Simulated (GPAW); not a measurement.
Wanted: a Python script for a GPAW 26.7.0 run.

| Item | Value |
| --- | --- |
| Task | single point |
| Functional | PBE |
| Potentials or basis | GPAW PAW data sets (gpaw-data 1.2.1) |
| Cutoff | 600 eV |
| Basis | pw |
| k mesh | 6 × 6 × 6 |
| Occupations | fermi-dirac, width 0.05 eV |
| Spin | no spin polarisation |
| Maxiter | 150 |

The structure of BaTe lies in POSCAR:

```
BaTe
1.0
    4.2624660000      0.0000000000      0.0000000000
    0.0000000000      4.2624660000      0.0000000000
    0.0000000000      0.0000000000      4.2624660000
Ba Te
1 1
Direct
    0.0000000000      0.0000000000      0.0000000000
    0.5000000000      0.5000000000      0.5000000000
```

The cell comes from a database or a generator and needn't be the stable form of this composition.

One way to write it, as run:

run.py

```python
from ase.io import read
from gpaw import PW
from gpaw.dft import DFT

atoms = read('POSCAR')

dft = DFT(atoms,
          mode=PW(600),
          xc='PBE',
          kpts={'size': (6, 6, 6), 'gamma': True},
          occupations={'name': 'fermi-dirac', 'width': 0.05},
          nbands=16,
          convergence={'density': 1e-05, 'energy': 1e-05},
          maxiter=150,
          txt='gpaw.txt')
print(f'Energy: {dft.calculate_energy():.6f} eV')
print('Forces (eV/A):')
print(dft.calculate_forces().round(4))
print('Stress (eV/A^3):', dft.calculate_stress().round(6))
dft.write_gpw_file('gs.gpw')
```

Potentials or basis: GPAW PAW data sets (gpaw-data 1.2.1), pw.

Command:

```sh
$ OMP_NUM_THREADS=1 python run.py
```

Results of the run:

The pressure is -0.1 GPa. The band gap on the k mesh is 0.81 eV, indirect (least direct gap 1.01 eV).

Caveat: spin-orbit coupling is left out, which moves the levels of the heavy elements.

It took 12 s on 1 thread of Arm Neoverse V1, on a shared host, peak memory 0.16 GiB.
